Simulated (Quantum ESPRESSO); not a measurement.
**Si2Mo in Quantum ESPRESSO: convergence with density cutoff**

Input of the first run (density cutoff 180 Ry); the others differ in this setting and in those tied to it:

The input pw.in:

```
&CONTROL
  calculation = 'scf'
  prefix = 'pwscf'
  outdir = './tmp'
  pseudo_dir = './pseudo'
  tprnfor = .true.
  tstress = .true.
  disk_io = 'nowf'
/
&SYSTEM
  ibrav = 0
  nat = 3
  ntyp = 2
  ecutwfc = 45
  ecutrho = 180
  nbnd = 18
  occupations = 'smearing'
  smearing = 'mv'
  degauss = 0.00734986
/
&ELECTRONS
  conv_thr = 6d-10
  electron_maxstep = 120
  mixing_beta = 0.5
/
ATOMIC_SPECIES
Mo    95.9500 mo_pbesol_v1.uspp.F.UPF
Si    28.0850 si_pbesol_v1.uspp.F.UPF
CELL_PARAMETERS angstrom
  -1.6000000000    1.6000000000    3.9305000000
   1.6000000000   -1.6000000000    3.9305000000
   1.6000000000    1.6000000000   -3.9305000000
ATOMIC_POSITIONS crystal
Mo    -0.0435440000   -0.0514130000   -0.0531160000
Si     0.6684130000    0.6312840000   -0.0225490000
Si     0.3646810000    0.3261320000    0.0073940000
K_POINTS automatic
8 8 8 0 0 0
```

Potentials or basis: GBRV 1.5 PBEsol.

Run with:

```sh
$ OMP_NUM_THREADS=1 pw.x -in pw.in > pw.out
```

The cell isn't the ideal one: atoms moved at random, drawn with an rms of 0.15 Å.

Hardware: 1 thread of Arm Neoverse V2, with other jobs on the host.

| density cutoff | energy less the tightest run, at zero smearing (meV/atom) | SCF cycles | CPU time (s) | peak memory (GiB) |
| --- | --- | --- | --- | --- |
| 180 Ry | -0.38 | 9 | 160 | 0.17 |
| 225 Ry | -0.44 | 9 | 150 | 0.18 |
| 270 Ry | -0.06 | 9 | 150 | 0.2 |
| 315 Ry | -0.05 | 9 | 160 | 0.22 |
| 360 Ry | -0.02 | 9 | 160 | 0.24 |
| 450 Ry | -0.03 | 9 | 160 | 0.28 |
| 540 Ry | -0.01 | 9 | 160 | 0.33 |
| 720 Ry | 0.00 | 9 | 170 | 0.44 |

Against the tightest run, the energy stays within 1 meV/atom from 180 Ry on. The tightest run that finished is the yardstick and may itself not be fully converged.

Caveat, for the tightest run too: the k mesh is coarse.
